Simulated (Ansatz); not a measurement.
SnO2 (P4_2/mnm), comparing deformations

The calculation used Ansatz, DFT PBE, scalar-relativistic, plane waves, PAW. Cutoff 420 eV, Γ-centred 6×6×8 k-points, Gaussian smearing of 0.05 eV. No spin polarisation. Energies are free energies at this smearing, counted from the undisturbed cell; pressure is positive in compression.

Reference structure (relaxed at this level):

```xyz
6
Lattice="4.8277 0.0000 0.0000 0.0000 4.8277 0.0000 0.0000 0.0000 3.2380" Properties=species:S:1:pos:R:3 pbc="T T T"
Sn    0.0000    0.0000    0.0000
Sn    2.4139    2.4139    1.6190
O     1.4802    1.4802    0.0000
O     0.9337    3.8941    1.6190
O     3.3475    3.3475    0.0000
O     3.8941    0.9337    1.6190
```

The cell is strained by ε times a Voigt pattern (xx, yy, zz, yz, xz, xy; engineering shear) with fractional coordinates fixed. τ = (1/V0) dE/dε comes from the stress tensor. Of each scan, only the three points used here are listed.

```csv
pattern,ε,τ (GPa)
"(0, 0, 0, 0, 1, 0)",-0.0150,-1.47
"(0, 0, 0, 0, 1, 0)",0.0000,0.00
"(0, 0, 0, 0, 1, 0)",0.0075,0.73
"(1, 1, 0, 0, 0, 0)",-0.0150,-11.44
"(1, 1, 0, 0, 0, 0)",0.0000,0.01
"(1, 1, 0, 0, 0, 0)",0.0150,9.94
```

Which constants do the scans give, and which deformation costs least for the same size of strain tensor?

The slope dτ/dε at zero (parabola through three points) is pᵀCp: (0, 0, 0, 0, 1, 0) gives C55 = 98 GPa; (1, 1, 0, 0, 0, 0) gives C11 + C22 + 2 C12 = 712 GPa. The size of the strain tensor, ε:ε, is ε² times 0.5, 2.0. Per unit of it the stiffnesses are 196, 356 GPa, so (0, 0, 0, 0, 1, 0) is the softest of these: at ε:ε = (1 %)² the quadratic term costs 0.77 meV/atom against 1.40 for the stiffest. These are clamped-ion values.

Forces appear on the atoms along this scan, and letting them relax would lower the energy and soften the response.

Cost: 18 runs of about 3.4 core-minutes in all, on Arm Neoverse V1 (shared hosts).